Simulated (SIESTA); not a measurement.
The system is Sn.

```
CELL_PARAMETERS angstrom
-1.89465 1.89465 1.89465
1.89465 -1.89465 1.89465
1.89465 1.89465 -1.89465
ATOMIC_POSITIONS crystal
Sn 0.00000 0.00000 0.00000
```

This isn't the form of Sn at room conditions, which is tetragonal (white tin).

```yaml
Program: SIESTA 5.4.2
Task: single point
Functional: PBE
Potentials_or_basis: PseudoDojo 0.4 standard (PBE files)
Basis: DZP (energy shift 0.002 Ry)
Grid_cutoff: 500 Ry
Energy_shift: 0.002 Ry
k_mesh: 10 × 10 × 10
Occupations: fermi-dirac, width 0.05 eV
Spin: no spin polarisation
```

On this cell: pressure 2.1 GPa; band gap on the k mesh none (metal or under the smearing width).

The same run follows on a disturbed copy (cell strained at random at fixed volume):

```
Sn
1.0
    -1.87793    1.89840    1.91025
     1.89462   -1.86981    1.89834
     1.88740    1.87928   -1.88166
Sn
1
Direct
  0.00960 0.00631 0.99674
```

Task: What does the disturbed cell give?

Result: The energy (extrapolated to zero smearing) moves by -0.6 meV/atom; pressure 2.0 GPa; band gap on the k mesh none (metal or under the smearing width).

Stress tensor (GPa, compression positive):
```
1.88 0.13 0.14
0.13 1.82 0.18
0.14 0.18 2.45
```

Caveats: semicore shells carry a single zeta, which can move pressures by several GPa and volumes by a few percent; the basis of atomic orbitals isn't converged, which shifts pressures, moduli and gaps.
